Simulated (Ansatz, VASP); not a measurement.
## ZnO (zincite) in two plane-wave programs

Aim: how closely do two programs agree when they are given the same cell, functional and k mesh? The cell is taken from a series of VASP runs on this material, whose earlier steps may have relaxed, scaled or displaced it; both programs get it as it stands.

Program: Ansatz 0.2.0. Level of theory: plane waves, with VASP 6.6.1 beside it; relaxation of cell and atoms at LDA and relaxation of cell and atoms at r2SCAN. Results are calculated unless marked as measured.

## 1. The starting structure

It takes space group P6_3mc (No. 186, hexagonal). The conventional cell has a = 3.196 Å, b = 3.196 Å, c = 5.166 Å, α = 90.00°, β = 90.00°, γ = 120.00°. Nearest to Zn lie 4 O at 1.95 to 1.96 Å. O has 4 Zn at 1.95 to 1.96 Å nearest. Farther neighbours and most contacts between anions are not listed.

Coordinates:

```cif
data_structure
_symmetry_space_group_name_H-M 'P 1'
_symmetry_Int_Tables_number 1
_cell_length_a 3.1956
_cell_length_b 3.1956
_cell_length_c 5.1662
_cell_angle_alpha 90.000
_cell_angle_beta 90.000
_cell_angle_gamma 120.000
_cell_volume 45.69
loop_
_atom_site_label
_atom_site_type_symbol
_atom_site_fract_x
_atom_site_fract_y
_atom_site_fract_z
_atom_site_occupancy
Zn1 Zn 0.66667 0.33333 0.00026 1
Zn2 Zn 0.33333 0.66667 0.50026 1
O3 O 0.33333 0.66667 0.87875 1
O4 O 0.66667 0.33333 0.37875 1
```

## 2. VASP: relaxation of cell and atoms, LDA

The relaxed volume is the usual yardstick between codes: its relative difference is about their pressure difference at one cell divided by the bulk modulus.

Lines of VASP's logs that name or quote its potential files are left out, and so is its time.

The input, INCAR:

```
SYSTEM = ZnO
PREC = Accurate
ENCUT = 520
EDIFF = 1E-06
NELM = 100
ISMEAR = 0
SIGMA = 0.03
LREAL = .FALSE.
ALGO = Normal
GGA = CA
NBANDS = 24
LORBIT = 11
LWAVE = .FALSE.
LCHARG = .FALSE.
KPAR = 8
IBRION = 2
NSW = 50
ISIF = 3
EDIFFG = -0.006
```

The input, POSCAR:

```
ZnO
1.0
    3.1955672384      0.0000000000      0.0000000000
   -1.5977836193      2.7674424080      0.0000000000
    0.0000000000      0.0000000000      5.1661877720
Zn O
2 2
Direct
    0.6666666667      0.3333333333      0.0002629634
    0.3333333333      0.6666666667      0.5002629634
    0.3333333333      0.6666666667      0.8787470366
    0.6666666667      0.3333333333      0.3787470366
```

The input, KPOINTS:

```
Automatic mesh
0
Gamma
8 8 4
0 0 0
```

The projector-augmented-wave data sets are Zn and O (LDA family, release 64).

Run with:

```bash
$ mpirun -np 8 vasp_std
```

Numbers of over 12 decimals in the logs are rounded to 6 here.

Output:

```text
[banner, memory and clock lines left out]
running    8 mpi-ranks, on    1 nodes
 distrk:  each k-point on    1 cores,    8 groups
 distr:  one band on    1 cores,    1 groups

 POSCAR found type information on POSCAR ZnO
 POSCAR found :  2 types and       4 ions
|                                                                             |
|           W    W    AA    RRRRR   N    N  II  N    N   GGGG   !!!           |
|           W    W   A  A   R    R  NN   N  II  NN   N  G    G  !!!           |
|           W    W  A    A  R    R  N N  N  II  N N  N  G       !!!           |
|           W WW W  AAAAAA  RRRRR   N  N N  II  N  N N  G  GGG   !            |
|           WW  WW  A    A  R   R   N   NN  II  N   NN  G    G                |
|           W    W  A    A  R    R  N    N  II  N    N   GGGG   !!!           |
|                                                                             |
|     For optimal performance we recommend to set                             |
|       NCORE = 2 up to number-of-cores-per-socket                            |
|     NCORE specifies how many cores store one orbital (NPAR=cpu/NCORE).      |
|     This setting can greatly improve the performance of VASP for DFT.       |
|     The default, NCORE=1 might be grossly inefficient on modern             |
|     multi-core architectures or massively parallel machines. Do your        |
|     Unfortunately you need to use the default for GW and RPA                |
|     calculations (for HF NCORE is supported but not extensively tested      |
|     yet).                                                                   |
|                                                                             |

 LDA part: xc-table for (Slater(with rela. corr.)+CA(PZ))
 , standard interpolation
 POSCAR, INCAR and KPOINTS ok, starting setup
 FFT: planning ... GRIDC
 FFT: planning ... GRID_SOFT
 FFT: planning ... GRID
 WAVECAR not read
 entering main loop
       N       E                     dE             d eps       ncg     rms          rms(c)
DAV:   1     0.281252685126E+03    0.28125E+03   -0.18874E+04  1448   0.223E+03
DAV:   2     0.364214973867E+01   -0.27761E+03   -0.26400E+03  1552   0.428E+02
DAV:   3    -0.237858672245E+02   -0.27428E+02   -0.27210E+02  1624   0.141E+02
DAV:   4    -0.242300123710E+02   -0.44415E+00   -0.44384E+00  1656   0.188E+01
DAV:   5    -0.242327002507E+02   -0.26879E-02   -0.26878E-02  1640   0.142E+00    0.154E+01
DAV:   6    -0.210841784595E+02    0.31485E+01   -0.82769E+00  2472   0.657E+01    0.988E+00
DAV:   7    -0.212192731353E+02   -0.13509E+00   -0.24959E+00  1520   0.176E+01    0.576E+00
DAV:   8    -0.212081165656E+02    0.11157E-01   -0.64776E-01  1936   0.740E+00    0.167E+00
DAV:   9    -0.211558842896E+02    0.52232E-01   -0.12393E-01  2216   0.697E+00    0.333E-01
DAV:  10    -0.211581681943E+02   -0.22839E-02   -0.39777E-02  1464   0.144E+00    0.102E-01
DAV:  11    -0.211580744633E+02    0.93731E-04   -0.65473E-04  1760   0.236E-01    0.231E-02
DAV:  12    -0.211580769127E+02   -0.24494E-05   -0.48022E-05  1592   0.177E-01    0.935E-03
DAV:  13    -0.211580786501E+02   -0.17373E-05   -0.67382E-06  1784   0.783E-02    0.122E-02
DAV:  14    -0.211580765284E+02    0.21217E-05   -0.35767E-06  1528   0.195E-02    0.375E-03
DAV:  15    -0.211580763826E+02    0.14574E-06   -0.10901E-06   856   0.853E-03
   1 F= -.21158076E+02 E0= -.21158076E+02  d E =-.211581E+02
 curvature:   0.00 expect dE= 0.000E+00 dE for cont linesearch  0.000E+00
 trial: gam= 0.00000 g(F)=  0.128E-05 g(S)=  0.169E-05 ort = 0.000E+00 (trialstep = 0.100E+01)
 search vector abs. value=  0.297E-05
 reached required accuracy - stopping structural energy minimisation
```

From OUTCAR (step 2):

```text
ion  position               nearest neighbor table
   1  0.667  0.333  0.000-   3 1.95   3 1.95   3 1.95   4 1.96
   2  0.333  0.667  0.500-   4 1.95   4 1.95   4 1.95   3 1.96
   3  0.333  0.667  0.879-   1 1.95   1 1.95   1 1.95   2 1.96
   4  0.667  0.333  0.379-   2 1.95   2 1.95   2 1.95   1 1.96

  LATTYP: Found a hexagonal cell.
 ALAT       =     3.1955672384
 C/A-ratio  =     1.6166731558

 Subroutine GETGRP returns: Found 12 space group operations
 (whereof  6 operations were pure point group operations)

The static configuration has the point symmetry C_3v.
 The point group associated with its full space group is C_6v.

 Found     30 irreducible k-points:

   k-points           NKPTS =     30   k-points in BZ     NKDIM =     30   number of bands    NBANDS=     24

   dimension x,y,z NGX =    24 NGY =   24 NGZ =   40
   dimension x,y,z NGXF=    48 NGYF=   48 NGZF=   80

   ENCUT  =  520.0 eV  38.22 Ry    6.18 a.u.   5.94  5.94  9.61*2*pi/ulx,y,z

   NELECT =      36.0000    total number of electrons

 k-points in reciprocal lattice and weights: Automatic mesh
   0.00000000  0.00000000  0.00000000       0.004
   0.12500000  0.00000000  0.00000000       0.023
   0.25000000  0.00000000  0.00000000       0.023
   0.37500000  0.00000000  0.00000000       0.023
   0.50000000  0.00000000  0.00000000       0.012
   0.12500000  0.12500000  0.00000000       0.023
   0.25000000  0.12500000  0.00000000       0.047
   0.37500000  0.12500000  0.00000000       0.047
   0.25000000  0.25000000  0.00000000       0.023
[...]
0.25000000  0.25000000  0.50000000       0.023
   0.37500000  0.25000000  0.50000000       0.023

 average (electrostatic) potential at core
       1 -36.7447       2 -36.7447       3 -74.0824       4 -74.0824

 E-fermi :   1.4193

 k-point     1 :       0.0000    0.0000    0.0000
  band No.  band energies     occupation
    ...
     14       0.4223      2.00000
     15       0.4223      2.00000
     16       1.1710      2.00000
     17       1.2736      2.00000
     18       1.2736      2.00000
     19       2.0698      0.00000
     20       6.5378      0.00000
     21       9.4487      0.00000
     22      14.1984      0.00000
     23      14.1984      0.00000
    ...

 k-point     2 :       0.1250    0.0000    0.0000
  band No.  band energies     occupation
    ...
     14      -0.1575      2.00000
     15       0.2036      2.00000
     16       0.4616      2.00000
     17       1.0604      2.00000
     18       1.1558      2.00000
     19       3.0843      0.00000
     20       7.1834      0.00000
     21       9.4289      0.00000
     22      12.7559      0.00000
     23      14.3584      0.00000
    ...

 k-point     3 :       0.2500    0.0000    0.0000
  band No.  band energies     occupation
    ...
     14      -1.3567      2.00000
     15      -0.4818      2.00000
     16      -0.3261      2.00000
     17       0.7175      2.00000
     18       0.8529      2.00000
     19       4.5537      0.00000
     20       8.4014      0.00000
     21       9.3340      0.00000
     22      10.8978      0.00000
     23      12.9468      0.00000
    ...

  Total        0.0064031      0.0064031     -0.0076247     -0.0000000     -0.0000000      0.0000000
  in kB        0.2245455      0.2245455     -0.2673847     -0.0000000     -0.0000000      0.0000000
  external PRESSURE =       0.0605688 kB  Pullay stress =       0.0000000 kB

  energy-cutoff  :      520.00
  volume of cell :       45.69
      direct lattice vectors                 reciprocal lattice vectors
     3.195567238  0.000000000  0.000000000     0.312933487  0.180672233  0.000000000
    -1.597783619  2.767442408  0.000000000     0.000000000  0.361344466  0.000000000
     0.000000000  0.000000000  5.166187772     0.000000000  0.000000000  0.193566329

 POSITION                                       TOTAL-FORCE (eV/Angst)
 -----------------------------------------------------------------------------------
      1.59778      0.92248      0.00136         0.000000      0.000000      0.002577
     -0.00000      1.84496      2.58445        -0.000000      0.000000      0.002577
     -0.00000      1.84496      4.53977         0.000000     -0.000000     -0.002577
      1.59778      0.92248      1.95668        -0.000000      0.000000     -0.002577
 -----------------------------------------------------------------------------------
    total drift:                                0.000001      0.000001     -0.000301

  FREE ENERGIE OF THE ION-ELECTRON SYSTEM (eV)
  ---------------------------------------------------
  free  energy   TOTEN  =       -21.1580763826 eV

  energy  without entropy=      -21.1580763826  energy(sigma->0) =      -21.15807638

 reached required accuracy - stopping structural energy minimisation

 total charge
# of ion       s       p       d       tot
------------------------------------------
    1        0.479   0.538   9.917  10.934
    2        0.479   0.538   9.917  10.934
    3        1.536   3.458   0.000   4.994
    4        1.536   3.458   0.000   4.994
--------------------------------------------------
tot          4.030   7.993  19.833  31.856

[... 3 further parts left out ...]
```

The gap is read on the k-mesh alone, so it is an upper bound where the band edges lie off the mesh. The run keeps the 12 symmetry operations of its start, so it cannot find a distortion of lower symmetry.

## 3. Ansatz: relaxation of cell and atoms, LDA

Ansatz runs on its default PAW (the set named soft_2) files.

The same cell, functional (in two slightly different forms), mesh and smearing now go to Ansatz, which takes its cutoff from its data sets.

The input, input.yaml:

```yaml
crystal:
  lattice:
    - [3.1955672384, 0.0, 0.0]
    - [-1.5977836193, 2.767442408, 0.0]
    - [0.0, 0.0, 5.166187772]
  atoms:
    - { symbol: Zn, position: [0.6666666667, 0.3333333333, 0.0002629634] }
    - { symbol: Zn, position: [0.3333333333, 0.6666666667, 0.5002629634] }
    - { symbol: O, position: [0.3333333333, 0.6666666667, 0.8787470366] }
    - { symbol: O, position: [0.6666666667, 0.3333333333, 0.3787470366] }
hamiltonian:
  xc: lda
  pseudopotentials: { kind: paw }
kpoints:
  mp_grid: { grid: [8, 8, 4] }
scf:
  occupations: { method: gaussian, width: 0.03 }
relax:
  f_tol: 0.01
  max_steps: 60
  cell: { stress_tol: 0.05 }
output:
  forces: true
  stress: true
  write_density: true
  write_potential: true
  elf: true
  volumetric_format: npy
```

Run with:

```bash
$ ansatz run input.yaml --threads 4 --pin off --max-ram 9216MiB --backend cpu --events-out ev --progress --plain --runs-dir out
```

Output:

```text
Engine: ansatz 0.2.0, aarch64-unknown-linux-gnu
Pseudopotentials: kind: paw
Pseudopotential: Zn, paw, valence charge 12, recommended cutoff 420 eV (normal), Zn.paw.azcp
Pseudopotential: O, paw, valence charge 6, recommended cutoff 420 eV (normal), O.paw.azcp
Functional definition: SPW92
  exchange = slater_x
  correlation = pw_c
Crystal: 4 atoms, lattice volume = 45.687 Å³
Basis set: ecut = 420 eV, 917 PW (Γ)
Bands: 22, of which v1, the nominal top of the filled ones, is band 18 counted from 1 (17 counted from 0)
Symmetry: 12 space group operations
Space group: P63mc (ITA 186), of the structure as read, at distance tolerance 3.6e-5 Å
k-points: 30 of 256 (time reversal used)
Non-local potential: Zn, projectors of the file, l = 0: 2, l = 1: 2, l = 2: 3, l = 3: 1
Non-local potential: O, projectors of the file, l = 0: 2, l = 1: 2, l = 2: 1
PAW form: soft (Blöchl's): semilocal exchange-correlation on the pseudo side does not see the compensation charge
PAW frozen core: Zn, regenerated for the run's functional, and the local potential with it (the file was generated under x = pbe(κ = 0.804, μ = 0.219515), c = pbe(β = 0.066725))
PAW frozen core: O, regenerated for the run's functional, and the local potential with it (the file was generated under x = pbe(κ = 0.804, μ = 0.219515), c = pbe(β = 0.066725))
PAW one-centre angular grid: Zn, 590 points (default); XC on 64 Gauss nodes
PAW one-centre angular grid: O, 110 points (default); XC on 64 Gauss nodes
Initial density: superposition of atomic densities (neutral atoms: chi_scale 0, normalization atom), corrected by the library's trained network
Initial wavefunctions: pseudopotential atomic-orbital guess
Functional: x = slater, c = lda
SCF iter   1: F=—  HF=-7603.972753 eV  |F-HF|=—  |Δ(HF+E_count)|=         —  Δρ=1.84e-2  dr2=1.30e-1  ethr=1.77e-3  ⟨swp⟩=6.0  Hψ=2969  notcnv=0
preconditioner: auto → Resta (q_TF=auto, 2.622 Å⁻¹)  ε∞=7.6  [insulator: Δε(μ)=0.614 eV  Ē_g=12.790 eV  σ=0.030 eV  W_gap=1.00  n_scr=22 (ndim 8)  ℏωp=33.0 eV  f_vac=0.029  D(μ)=0.00/eV (n_scr^D=0)  ε∞_Penn≈7.6]
SCF iter   2: F=—  HF=-7603.938776 eV  |F-HF|=—  |Δ(HF+E_count)|=   3.40e-2  Δρ=3.70e-3  dr2=2.59e-3  ethr=3.62e-4  ⟨swp⟩=3.0  Hψ=1561  notcnv=0
SCF iter   3: F=—  HF=-7603.938061 eV  |F-HF|=—  |Δ(HF+E_count)|=   7.15e-4  Δρ=2.10e-3  dr2=1.11e-3  ethr=7.19e-6  ⟨swp⟩=1.0  Hψ=660  notcnv=0
SCF iter   4: F=—  HF=-7603.937783 eV  |F-HF|=—  |Δ(HF+E_count)|=   2.78e-4  Δρ=7.48e-4  dr2=1.44e-4  ethr=3.07e-6  ⟨swp⟩=2.2  Hψ=1151  notcnv=0
SCF iter   5: F=—  HF=-7603.937698 eV  |F-HF|=—  |Δ(HF+E_count)|=   8.55e-5  Δρ=1.94e-4  dr2=1.27e-5  ethr=4.01e-7  ⟨swp⟩=2.0  Hψ=1138  notcnv=0
SCF iter   6: F=—  HF=-7603.937699 eV  |F-HF|=—  |Δ(HF+E_count)|=   1.11e-6  Δρ=2.66e-5  dr2=2.37e-7  ethr=3.54e-8  ⟨swp⟩=2.9  Hψ=1232  notcnv=0
SCF iter   7: F=-7603.937699 eV  HF=-7603.937699 eV  |F-HF|=1.83e-8  |Δ(HF+E_count)|=   4.17e-8  Δρ=8.22e-6  dr2=3.06e-8  ethr=2.78e-10  ⟨swp⟩=7.9  Hψ=4781  notcnv=0
SCF 1 converged in 7 iterations: F = -7603.937699 eV  dr2 = 3.06e-8
  greatest PAW one-centre occupation: 0.987 electrons in one spin orbital (limit 2), on the Zn atom at site 0 (counted from 0), in its partial waves of l = 2
relax step   1: F+E_penalty+E_count = -7603.93769884 eV  Δ(F+E_penalty+E_count) = +0.000e0 eV  max|allowed force component| = 1.235e-3 eV/Å  Δτ_max = 0.0000 Å  P = -1.273 GPa  Ω = 45.687 Å³  (7 SCF iters, dr2 threshold 1.00e-7 eV, accepted)
[...]
relax step   2: F+E_penalty+E_count = -7603.93987269 eV  Δ(F+E_penalty+E_count) = -2.174e-3 eV  max|allowed force component| = 9.780e-4 eV/Å  Δτ_max = 0.0001 Å  P = -0.602 GPa  Ω = 45.503 Å³  energy of the carried Pulay correction = +1.092e-3 eV  (5 SCF iters, dr2 threshold 4.00e-7 eV, accepted)
[...]
relax step   3: F+E_penalty+E_count = -7603.94115321 eV  Δ(F+E_penalty+E_count) = -1.281e-3 eV  max|allowed force component| = 1.256e-3 eV/Å  Δτ_max = 0.0000 Å  P = +0.006 GPa  Ω = 45.338 Å³  energy of the carried Pulay correction = +2.066e-3 eV  (5 SCF iters, dr2 threshold 4.00e-7 eV, accepted)
[...]
relax step   4: F+E_penalty+E_count = -7603.93902081 eV  Δ(F+E_penalty+E_count) = +2.132e-3 eV  max|allowed force component| = 1.324e-3 eV/Å  Δτ_max = 0.0000 Å  P = -0.059 GPa  Ω = 45.338 Å³  stress off target by 6.26e-2 GPa  SCF on the basis re-selected at this cell (its energy is not comparable with the rows above)  (7 SCF iters)
[...]
relax step   5: F+E_penalty+E_count = -7603.93911918 eV  Δ(F+E_penalty+E_count) = -9.837e-5 eV  max|allowed force component| = 1.292e-3 eV/Å  Δτ_max = 0.0001 Å  P = -0.001 GPa  Ω = 45.322 Å³  energy of the carried Pulay correction = +9.497e-5 eV  (4 SCF iters, dr2 threshold 9.81e-9 eV, accepted)
[...]
relax step   6: F+E_penalty+E_count = -7603.93906419 eV  Δ(F+E_penalty+E_count) = +5.499e-5 eV  max|allowed force component| = 1.294e-3 eV/Å  Δτ_max = 0.0000 Å  P = -0.003 GPa  Ω = 45.322 Å³  stress off target by 2.99e-3 GPa  SCF on the basis re-selected at this cell (its energy is not comparable with the rows above)  (5 SCF iters)
basis re-selected at this cell: Δ(F+E_penalty+E_count) = +5.499e-5 eV, ΔP = -0.001 GPa vs the last step (what re-selecting the basis moved, of the pressure what is left beyond the Pulay correction that the steps carried, after the strain that the cell walked since its last selection, with what the two solves' SCF thresholds leave and, on support functions, any second-order correction that the steps lacked; it is no m [...]
SCF converged after 5 iterations
Free energy (F): -7603.939064 eV
Harris-Foulkes:  -7603.939064 eV  (|F-HF|=2.73e-12)
Internal energy: -7603.939064 eV  (E = F + TS)
E sigma→0 (E₀):  -7603.939064 eV
Fermi energy:    7.936972 eV
--- Per-component energies (eV) ---
  E_band       = 69.743379
  E_kinetic    = 612.162802
  E_local      = -3933.182169  (includes V_loc(G=0)·N_el)
  E_nonlocal   = 1344.268882
  E_hartree    = 1610.514822
  E_xc         = -414.682265
  E_vxc        = -291.890599  (∫ρ·V_xc dr)
  E_paw        = -3814.706560  (= ΣΔE_a)
  E_vpaw       = -882.649616  (= ΣTr[D̂ρ^β])
  E_aug_tail   = 0.004367  (compensation charges beyond the density's cutoff)
  E_ewald      = -3011.627069
  E_core_change = 3.308126  (= ΣΔE_core)
  E_smearing   = -0.000000  (= −TS)
  E_closure    = 0.000000  (closes the sum)
  Σ components = -7603.939064   (vs F -7603.939064, Δ=0.00e0)
--- Forces (eV/Å), atoms counted from 1 ---
  atom   1  Zn    -0.00000000    -0.00000000     0.00127664
  atom   2  Zn     0.00000000     0.00000000     0.00127664
  atom   3  O     -0.00000000    -0.00000000    -0.00131226
  atom   4  O      0.00000000     0.00000000    -0.00131226
  max |Σ_I F_I| component: 7.12e-5 eV/Å
--- Stress (GPa, compression-positive) ---
       -0.002995       0.000000       0.000000
        0.000000      -0.002995      -0.000000
        0.000000      -0.000000      -0.001795
  P = ⅓ Tr σ = -0.0026 GPa (-0.026 kbar)
--- Band table (eV; the first three rows and the last of 30) ---
  k-point 0: bands = [... 14 lower, 6.6778, 7.4304, 7.5363, 7.5363, 8.3368, 12.8270, 15.7310, 20.5250]
  k-point 1: bands = [... 14 lower, 6.8042, 6.8042, 7.4122, 7.4122, 9.4777, 12.2973, 16.2074, 19.8118]
  k-point 2: bands = [... 14 lower, 7.1105, 7.1105, 7.1105, 7.1105, 11.0230, 11.0230, 17.5934, 17.5934]
  k-point 29: bands = [... 14 lower, 4.8274, 4.8274, 6.1574, 6.1574, 14.7354, 14.7354, 16.0774, 16.0774]
--- Relaxed structure (4 steps of the walk, 4 accepted, 2 SCFs on fresh bases) ---
  F+E_penalty+E_count = -7603.93906419 eV   max|allowed force component| = 1.294e-3 eV/Å   (the final SCF, on the basis selected at the relaxed cell)
  cell:  # Å, volume = 45.3222 Å³
    - [3.187139, 5.758276105112704e-11, -7.771941024278494e-19]
    - [-1.593569, 2.760143, 3.210632140549229e-19]
    - [-1.2564688422591898e-18, -1.2607036836037447e-19, 5.152029]
  atoms:
    - { symbol: Zn, position: [0.666667, 0.333333, 0.00025911] }
    - { symbol: Zn, position: [0.333333, 0.666667, 0.500259] }
    - { symbol: O, position: [0.333333, 0.666667, 0.878751] }
    - { symbol: O, position: [0.666667, 0.333333, 0.378751] }
```

Run time: 6 s. Hardware: 4 threads of Arm Neoverse V1, shared host; peak memory 0.37 GiB.

## 4. Side by side

Known differences besides the potentials themselves: the two LDA forms differ slightly; both relaxations stop at a tolerance, which leaves soft axes loose, and VASP keeps its plane-wave basis; the cutoff is 420 eV in Ansatz and 520 eV in VASP; VASP's log shows a relativistic correction to its local exchange, Ansatz's none; Ansatz adds a Pulay correction to the stress that steers its cell, VASP none. Total energies have different zeros and are not compared.

Both answers:

| quantity | Ansatz | VASP | difference |
| --- | --- | --- | --- |
| volume (Å³) | 45.32 | 45.69 | -0.80 % |
| edge a after relaxation, in the typed setting (Å) | 3.187 | 3.196 | -0.27 % |
| edge c after relaxation, in the typed setting (Å) | 5.152 | 5.166 | -0.27 % |

The walks stopped with 0.00 GPa left in Ansatz and 0.01 GPa in VASP; each walk ends within a tolerance, so the volume difference is uncertain by about these residues over the bulk modulus, most in soft cells.

(Part 1 of 2 ends here.)

[Lines on the potential files, build, host, timing and source positions are cut from VASP's logs without a mark.]

[Logs are printed without paths, hosts, clocks, repeated set-up lines and the standing remarks that a program may print on its own settings, such as how far it seeks lower states.]

[Hosts, paths, dates, database ids (printed as entryN), source tags and the programs' standing remarks are cut or masked in the printed files.]
